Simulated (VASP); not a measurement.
# CdO (Monteponite) (Fm-3m) in VASP: further runs

The runs below take CdO (Monteponite) through band structure, with LDA, PBE, TB-mBJ.

Program: VASP 6.6.1. These are calculated values, not measurements. Logs are shortened: lines on timing, memory, paths and dates and some standing lists are left out, and cuts for length are marked.

### 1 Starting point

Symmetry: Fm-3m, No. 225, cubic system. Conventional cell: a = 4.705 Å, b = 4.705 Å, c = 4.705 Å, α = 90.00°, β = 90.00°, γ = 90.00°. Around Cd (site symmetry m-3m) lie 6 O at 2.35 Å. O (site symmetry m-3m) has 6 Cd at 2.35 Å as nearest neighbours.

### 2 Band structure, LDA

File INCAR:

```
ALGO = Normal
EDIFF = 1E-6
ENCUT = 520
ISIF = 2
ISMEAR = 0
KPAR = 4
LASPH = T
LCHARG = F
LREAL = F
LWAVE = F
NELM = 80
PREC = Accurate
SIGMA = 0.03
```

File KPOINTS:

```
k-points
0
Gamma
  12 12 12
```

File POSCAR:

```
CdO                                     
1.0
    0.0000000000      2.3523961157      2.3523961157
    2.3523961157      0.0000000000      2.3523961157
    2.3523961157      2.3523961157      0.0000000000
  Cd              O             
     1     1
Direct
     0.0000000000000000    0.0000000000000000    0.0000000000000000
     0.5000000000000000    0.5000000000000000    0.5000000000000000
```

File KPOINTS_OPT:

```
explicit points
252
Reciprocal
 0.0000000000  0.0000000000  0.0000000000 1
 0.0357142857  0.0000000000  0.0357142857 1
 0.0714285714  0.0000000000  0.0714285714 1
 0.1071428571  0.0000000000  0.1071428571 1
 0.1428571429  0.0000000000  0.1428571429 1
 0.1785714286  0.0000000000  0.1785714286 1
[... 244 lines left out ...]
 0.4907455900  0.0092544100  0.5000000000 1
 0.5092544100 -0.0092544100  0.5000000000 1
```

Potentials or basis: VASP PAW LDA potentials, release 64 (Cd, O).

Run with:

```sh
$ cat potpaw_LDA.64/Cd/POTCAR potpaw_LDA.64/O/POTCAR > POTCAR
$ mpirun -np 4 vasp_std > vasp.out
```

OUTCAR:

```text
EDIFF = 1E-6
   ENCUT = 520
   ISIF = 2
   ISMEAR = 0
   LASPH = T
   LREAL = F
   NELM = 80
   PREC = Accurate

 ion  position               nearest neighbor table
   1  0.000  0.000  0.000-   2 2.35   2 2.35   2 2.35   2 2.35   2 2.35   2 2.35
   2  0.500  0.500  0.500-   1 2.35   1 2.35   1 2.35   1 2.35   1 2.35   1 2.35

  LATTYP: Found a face centered cubic cell.
 ALAT       =     4.7047922314

  Lattice vectors:

 A1 = (   0.0000000000,   2.3523961157,   2.3523961157)
 A2 = (   2.3523961157,   0.0000000000,   2.3523961157)
 A3 = (   2.3523961157,   2.3523961157,   0.0000000000)

Analysis of symmetry for initial positions (statically):
=====================================================================
 Subroutine PRICEL returns:
 Original cell was already a primitive cell.

 Routine SETGRP: Setting up the symmetry group for a
 face centered cubic supercell.

 Subroutine GETGRP returns: Found 48 space group operations
 (whereof 48 operations were pure point group operations)
 out of a pool of 48 trial point group operations.

The static configuration has the point symmetry O_h .

Analysis of symmetry for dynamics (positions and initial velocities):
=====================================================================
 Subroutine PRICEL returns:
 Original cell was already a primitive cell.

 Routine SETGRP: Setting up the symmetry group for a
 face centered cubic supercell.

 Subroutine GETGRP returns: Found 48 space group operations
 (whereof 48 operations were pure point group operations)
 out of a pool of 48 trial point group operations.

The dynamic configuration has the point symmetry O_h .

 Subroutine INISYM returns: Found 48 space group operations
 (whereof 48 operations are pure point group operations),
 and found     1 'primitive' translations

----------------------------------------------------------------------------------------

                                     Primitive cell

  volume of cell :      26.0352

  direct lattice vectors                    reciprocal lattice vectors
     0.000000000  2.352396116  2.352396116    -0.212549237  0.212549237  0.212549237
     2.352396116  0.000000000  2.352396116     0.212549237 -0.212549237  0.212549237
     2.352396116  2.352396116  0.000000000     0.212549237  0.212549237 -0.212549237

  length of vectors
     3.326790491  3.326790491  3.326790491     0.368146078  0.368146078  0.368146078

  position of ions in fractional coordinates (direct lattice)
     0.000000000  0.000000000  0.000000000
     0.500000000  0.500000000  0.500000000

  ion indices of the primitive-cell ions
   primitive index   ion index
                 1           1
                 2           2

----------------------------------------------------------------------------------------

 KPOINTS: k-points

Automatic generation of k-mesh.
 Grid dimensions read from file:
 generate k-points for:   12   12   12

 Generating k-lattice:

  Cartesian coordinates                     Fractional coordinates (reciprocal lattice)
    -0.017712436  0.017712436  0.017712436     0.083333333  0.000000000  0.000000000
     0.017712436 -0.017712436  0.017712436     0.000000000  0.083333333  0.000000000
     0.017712436  0.017712436 -0.017712436     0.000000000  0.000000000  0.083333333

  Length of vectors
     0.030678840  0.030678840  0.030678840

  Shift w.r.t. Gamma in fractional coordinates (k-lattice)
     0.000000000  0.000000000  0.000000000

 Subroutine IBZKPT returns following result:
 ===========================================

 Found     72 irreducible k-points:

 Following reciprocal coordinates:
            Coordinates               Weight
  0.000000  0.000000  0.000000      1.000000
  0.083333  0.000000  0.000000      8.000000
  0.166667  0.000000  0.000000      8.000000
  0.250000  0.000000  0.000000      8.000000
  0.333333  0.000000  0.000000      8.000000
  0.416667  0.000000  0.000000      8.000000
[... 16 lines left out ...]
  0.500000  0.166667  0.000000     24.000000
 -0.416667  0.166667  0.000000     24.000000
 [... further k-points ...]
   k-points           NKPTS =     72   k-points in BZ     NKDIM =     72   number of bands    NBANDS=     13
   number of dos      NEDOS =    301   number of ions     NIONS =      2
   total plane-waves  NPLWV =  21952
   dimension x,y,z NGX =    28 NGY =   28 NGZ =   28
   dimension x,y,z NGXF=    56 NGYF=   56 NGZF=   56
   ions per type =               1   1
   NGX,Y,Z   is equivalent  to a cutoff of  13.99, 13.99, 13.99 a.u.
   NGXF,Y,Z  is equivalent  to a cutoff of  27.98, 27.98, 27.98 a.u.
 SYSTEM =  unknown system
   PREC   = accura    normal or accurate (medium, high low for compatibility)
   ISTART =      0    job   : 0-new  1-cont  2-samecut
   ICHARG =      2    charge: 1-file 2-atom 10-const
   ISPIN  =      1    spin polarized calculation?
   LNONCOLLINEAR =      F non collinear calculations
   LSORBIT =      F    spin-orbit coupling
   LASPH  =      T    aspherical Exc in radial PAW
   ENCUT  =  520.0 eV  38.22 Ry    6.18 a.u.   6.19  6.19  6.19*2*pi/ulx,y,z
   NELM   =     80;   NELMIN=  2; NELMDL= -5     # of ELM steps
   EDIFF  = 0.1E-05   stopping-criterion for ELM
   LREAL  =      F    real-space projection
   EDIFFG = 0.1E-04   stopping-criterion for IOM
   NSW    =      0    number of steps for IOM
   IBRION =     -1    ionic relax: 0-MD 1-quasi-New 2-CG
   NFREE  =      0    steps in history (QN), initial steepest desc. (CG)
   ISIF   =      2    stress and relaxation
   ISYM   =      2    0-nonsym 1-usesym 2-fastsym
   POTIM  = 0.5000    time-step for ionic-motion
   TEBEG  =    0.0;   TEEND  =   0.0 temperature during run
   PSTRESS=    0.0 pullay stress
   NELECT =      18.0000    total number of electrons
   NUPDOWN=      -1.0000    fix difference up-down
   EMIN   =  10.00;   EMAX   =-10.00  energy-range for DOS
   EFERMI =   0.00;   METHOD = LEGACY
   ISMEAR =     0;   SIGMA  =   0.03  broadening in eV -4-tet -1-fermi 0-gaus
   EFERMI_NEDOS =   21; number of points for ismear=-14 and -15
   IALGO  =     38    algorithm
   IMIX   =      4    mixing-type and parameters
     AMIX     =   0.40;   BMIX     =  1.00
     AMIX_MAG =   1.60;   BMIX_MAG =  1.00
  volume/ion in A,a.u.               =      13.02        87.85
  Fermi-wavevector in a.u.,A,eV,Ry     =   1.447589  2.735546 28.511190  2.095513
  Thomas-Fermi vector in A             =   2.565526
   LORBIT       =      0    0 simple, 1 ext, 2 COOP (PROOUT), +10 PAW based schemes
   GGA     = CA    functional components
   LHFCALC =     F    Hartree Fock is set to
   AEXX    =    0.0000 exact exchange contribution
   IVDW    =     0    specifies the selected vdW correction
   LEPSILON=     F    determine dielectric tensor
   LRPA    =     F    only Hartree local field effects (RPA)
 non-spin polarized calculation
 Gauss-broadening in eV      SIGMA  =   0.03
  energy-cutoff  :      520.00
  volume of cell :       26.04
 maximum number of plane-waves:       725
 NGX is ok and might be reduce to    28
   NGX = 13   NGY = 13   NGZ = 13

 number of electron      18.0000002 magnetization

 Free energy of the ion-electron system (eV)
  ---------------------------------------------------
  ext. energy  EPLUGINS =         0.00000000
  ---------------------------------------------------
  free energy    TOTEN  =        -9.32816103 eV

  energy without entropy =       -9.32811538  energy(sigma->0) =       -9.32813821

 E-fermi :   1.7773     XC(G=0): -12.1764

 val. band max:        1.7511467504   @ k =   0.5000   0.0000   0.0000
 cond. band min:       2.0503205599   @ k =   0.0833   0.0000   0.0000
 fundamental gap:      0.2991738096
 Fermi energy:         1.7772509832

 k-point     1 :       0.0000    0.0000    0.0000
  band No.  band energies     occupation
      1     -15.3451      2.00000
      2      -4.9190      2.00000
      3      -4.9190      2.00000
      4      -4.9190      2.00000
      5      -4.6189      2.00000
      6      -4.6189      2.00000
      7       0.3916      2.00000
      8       0.3916      2.00000
      9       0.3916      2.00000
     10       1.2299      2.00000
     11      16.5515      0.00000
     12      18.5984      0.00000
     13      18.5984      0.00000

 k-point     2 :       0.0833    0.0000    0.0000
  band No.  band energies     occupation
      1     -15.2939      2.00000
      2      -4.9477      2.00000
      3      -4.9046      2.00000
      4      -4.9046      2.00000
      5      -4.6703      2.00000
      6      -4.6703      2.00000
      7      -0.3333      2.00000
      8       0.4908      2.00000
      9       0.4908      2.00000
     10       2.0503      0.00000
     11      15.5984      0.00000
     12      17.9233      0.00000
     13      17.9234      0.00000

 k-point     3 :       0.1667    0.0000    0.0000
  band No.  band energies     occupation
      1     -15.1510      2.00000
      2      -5.0523      2.00000
      3      -4.9585      2.00000
      4      -4.9585      2.00000
      5      -4.7053      2.00000
      6      -4.7053      2.00000
      7      -1.1710      2.00000
      8       0.7527      2.00000
      9       0.7527      2.00000
     10       3.1873      0.00000
     11      13.6700      0.00000
     12      16.6686      0.00000
     13      16.6686      0.00000
[... 305 lines left out ...]
 k-point    23 :       0.5000    0.1667    0.0000
  band No.  band energies     occupation
      1     -14.5405      2.00000
      2      -5.6217      2.00000
      3      -5.3467      2.00000
      4      -5.2982      2.00000
      5      -4.4339      2.00000
      6      -4.3240      2.00000
      7      -2.0301      2.00000
      8       0.7666      2.00000
      9       1.1941      2.00000
     10       6.9970      0.00000
     11       8.8118      0.00000
     12      12.0314      0.00000
     13      13.8726      0.00000

 k-point    24 :      -0.4167    0.1667    0.0000
  band No.  band energies     occupation
      1     -14.5172      2.00000
      2      -5.6890      2.00000
      3      -5.3920      2.00000
      4      -5.2942      2.00000
      5      -4.3799      2.00000
      6      -4.3554      2.00000
      7      -1.9984      2.00000
      8       0.5442      2.00000
      9       1.4989      2.00000
     10       7.2728      0.00000
     11       8.5442      0.00000
     12      11.8523      0.00000
     13      13.8032      0.00000

 [... further k-points ...]
[... 5 lines left out ...]
  --------------------------------------------------------------------------------------
  -------------------------------------------------------------------------------------
  Total       -0.7875933     -0.7875933     -0.7875933      0.0000000      0.0000000      0.0000000
  in kB      -48.4675701    -48.4675701    -48.4675701      0.0000000      0.0000000      0.0000000
  external PRESSURE =     -48.4675701 kB  Pullay stress =       0.0000000 kB

 VOLUME and BASIS-vectors are now :
 -----------------------------------------------------------------------------
  energy-cutoff  :      520.00
  volume of cell :       26.04
      direct lattice vectors                 reciprocal lattice vectors
     0.000000000  2.352396116  2.352396116    -0.212549237  0.212549237  0.212549237
     2.352396116  0.000000000  2.352396116     0.212549237 -0.212549237  0.212549237
     2.352396116  2.352396116  0.000000000     0.212549237  0.212549237 -0.212549237

 POSITION                                       TOTAL-FORCE (eV/Angst)
 -----------------------------------------------------------------------------------
      0.00000      0.00000      0.00000         0.000000     -0.000000     -0.000000
      2.35240      2.35240      2.35240        -0.000000      0.000000      0.000000
 -----------------------------------------------------------------------------------
    total drift:                                0.000000      0.000000      0.000000

  FREE ENERGIE OF THE ION-ELECTRON SYSTEM (eV)
  ---------------------------------------------------
  free  energy   TOTEN  =        -9.3281610328 eV

  energy  without entropy=       -9.3281153790  energy(sigma->0) =       -9.32813821
```

Wall time 8.8 s (4 MPI ranks of Intel Xeon 6975P-C (Granite Rapids), shared host); peak memory 0.17 GiB.

What came out:

```
Free energy             : -9.3282 eV
Pressure                : -4.8 GPa
Band gap along the path : none (metal or under the smearing width)
```

Levels at the corners of the path, in eV from the Fermi level:
```csv
point,band 5,band 6,band 7,band 8,band 9,band 10,band 11,band 12,band 13
Γ,-6.40,-6.40,-1.39,-1.39,-1.39,-0.55,14.77,16.82,16.82
X,-5.99,-5.65,-4.44,-2.38,-2.38,3.61,8.35,11.06,13.05
X,-5.99,-5.65,-4.44,-2.38,-2.38,3.61,8.35,11.06,13.05
W,-5.99,-5.77,-3.06,-3.06,-1.94,5.76,8.74,8.74,10.48
W,-5.99,-5.77,-3.06,-3.06,-1.94,5.76,8.74,8.74,10.48
K,-6.08,-5.96,-3.47,-2.95,-1.31,5.18,8.42,8.45,12.63
K,-6.08,-5.96,-3.47,-2.95,-1.31,5.18,8.42,8.45,12.63
Γ,-6.40,-6.40,-1.39,-1.39,-1.39,-0.55,14.77,16.82,16.82
Γ,-6.40,-6.40,-1.39,-1.39,-1.39,-0.55,14.77,16.82,16.82
L,-6.13,-6.13,-3.87,-0.03,-0.03,4.26,7.11,11.64,11.64
L,-6.13,-6.13,-3.87,-0.03,-0.03,4.26,7.11,11.64,11.64
U,-6.08,-5.96,-3.47,-2.95,-1.31,5.18,8.42,8.45,12.63
U,-6.08,-5.96,-3.47,-2.95,-1.31,5.18,8.42,8.45,12.63
W,-5.99,-5.77,-3.06,-3.06,-1.94,5.76,8.74,8.74,10.48
W,-5.99,-5.77,-3.06,-3.06,-1.94,5.76,8.74,8.74,10.48
L,-6.13,-6.13,-3.87,-0.03,-0.03,4.26,7.11,11.64,11.64
L,-6.13,-6.13,-3.87,-0.03,-0.03,4.26,7.11,11.64,11.64
K,-6.08,-5.96,-3.47,-2.95,-1.31,5.18,8.42,8.45,12.63
U,-6.08,-5.96,-3.47,-2.95,-1.31,5.18,8.42,8.45,12.63
X,-5.99,-5.65,-4.44,-2.38,-2.38,3.61,8.35,11.06,13.05
```

Caveat: this crystal is a semiconductor, whose small gap the functional closes, so the metal is an error of the method.

### 3 Band structure, PBE, spin-orbit coupling, no magnetisation

File INCAR:

```
ALGO = Normal
EDIFF = 1E-6
ENCUT = 520
GGA = PE
GGA_COMPAT = F
ISIF = 2
ISMEAR = 0
KPAR = 4
LASPH = T
LCHARG = F
LORBIT = 11
LREAL = F
LSORBIT = T
LWAVE = F
MAGMOM = 0 0 0 0 0 0
NELM = 80
PREC = Accurate
SIGMA = 0.03
```

KPOINTS is that of step 2.

POSCAR is that of step 2.

KPOINTS_OPT is that of step 2.

Potentials or basis: VASP PAW PBE potentials, release 64 (Cd, O).

Run with:

```sh
$ cat potpaw_PBE.64/Cd/POTCAR potpaw_PBE.64/O/POTCAR > POTCAR
$ mpirun -np 4 vasp_ncl > vasp.out
```

Run time: 46 s. Hardware: 4 MPI ranks of Intel Xeon 6975P-C (Granite Rapids), shared host; peak memory 0.33 GiB.

The run converged. Its results:

| Item | Value |
| --- | --- |
| Free energy | -7.7258 eV |
| Pressure | 7.0 GPa |
| Valence electrons inside the program's atomic spheres | Cd 10.24; O 4.93 |

### 4 Band structure, TB-mBJ

POSCAR is that of step 3.

File INCAR.step1:

```
ALGO = Normal
EDIFF = 1E-5
ENCUT = 520
GGA = PE
ISIF = 2
ISMEAR = 0
KPAR = 4
LASPH = T
LCHARG = F
LREAL = F
LWAVE = T
NELM = 80
PREC = Accurate
SIGMA = 0.03
```

File INCAR.step2:

```
ALGO = Normal
EDIFF = 1E-6
ENCUT = 520
ISIF = 2
ISMEAR = 0
ISTART = 1
KPAR = 4
LASPH = T
LCHARG = F
LREAL = F
LWAVE = F
METAGGA = MBJ
NELM = 80
PREC = Accurate
SIGMA = 0.03
```

KPOINTS is that of step 3.

KPOINTS_OPT is that of step 3.

Run with:

```sh
$ cat potpaw_PBE.64/Cd/POTCAR potpaw_PBE.64/O/POTCAR > POTCAR
$ cp INCAR.step1 INCAR
$ mpirun -np 4 vasp_std > vasp.out
$ cp INCAR.step2 INCAR
$ mpirun -np 4 vasp_std > vasp.out
```

Run time: 33 s. Hardware: 4 MPI ranks of Intel Xeon 6975P-C (Granite Rapids), shared host; peak memory 0.17 GiB.

It converged, with:

```yaml
Band_gap_on_the_k_mesh: 1.42 eV, indirect (least direct gap 2.67 eV)
Band_gap_along_the_path: 1.42 eV, indirect (least direct gap 2.67 eV)
```

Levels at the corners of the path, in eV from the valence-band top:
| point | band 7 | band 8 | band 9 | band 10 | band 11 | band 12 |
| --- | --- | --- | --- | --- | --- | --- |
| Γ | -1.25 | -1.25 | -1.25 | 1.42 | 17.10 | 18.21 |
| X | -3.72 | -2.07 | -2.07 | 6.06 | 10.46 | 12.67 |
| X | -3.72 | -2.07 | -2.07 | 6.06 | 10.46 | 12.67 |
| W | -2.64 | -2.64 | -1.48 | 7.94 | 10.79 | 10.79 |
| W | -2.64 | -2.64 | -1.48 | 7.94 | 10.79 | 10.79 |
| K | -2.98 | -2.45 | -1.12 | 7.47 | 10.42 | 10.54 |
| K | -2.98 | -2.45 | -1.12 | 7.47 | 10.42 | 10.54 |
| Γ | -1.25 | -1.25 | -1.25 | 1.42 | 17.10 | 18.21 |
| Γ | -1.25 | -1.25 | -1.25 | 1.42 | 17.10 | 18.21 |
| L | -3.33 | 0.00 | 0.00 | 6.40 | 9.09 | 13.89 |
| L | -3.33 | 0.00 | 0.00 | 6.40 | 9.09 | 13.89 |
| U | -2.98 | -2.45 | -1.12 | 7.47 | 10.42 | 10.54 |
| U | -2.98 | -2.45 | -1.12 | 7.47 | 10.42 | 10.54 |
| W | -2.64 | -2.64 | -1.48 | 7.94 | 10.79 | 10.79 |
| W | -2.64 | -2.64 | -1.48 | 7.94 | 10.79 | 10.79 |
| L | -3.33 | 0.00 | 0.00 | 6.40 | 9.09 | 13.89 |
| L | -3.33 | 0.00 | 0.00 | 6.40 | 9.09 | 13.89 |
| K | -2.98 | -2.45 | -1.12 | 7.47 | 10.42 | 10.54 |
| U | -2.98 | -2.45 | -1.12 | 7.47 | 10.42 | 10.54 |
| X | -3.72 | -2.07 | -2.07 | 6.06 | 10.46 | 12.67 |

Caveat: the PAW data sets were made with another functional, which shifts forces and pressure a little.

### 5 The runs side by side

| level | potentials or basis | spin | pressure (GPa) |
| --- | --- | --- | --- |
| LDA | VASP PAW LDA potentials, release 64 (Cd, O) | off | -4.8 |
| PBE | VASP PAW PBE potentials, release 64 (Cd, O) | SOC, no magnetisation | 7.0 |
| TB-mBJ | VASP PAW PBE potentials, release 64 (Cd, O) | off | - |

Alike in all rows: task band structure; cell as given; k mesh 12 × 12 × 12; cutoff (eV) 520; smearing gaussian 0.03 eV.

Caveats: this crystal is a semiconductor, whose small gap the functional closes, so the metal is an error of the method (some runs); the PAW data sets were made with another functional, which shifts forces and pressure a little (some runs).

Absolute energies hang on the potentials; compare differences alone.
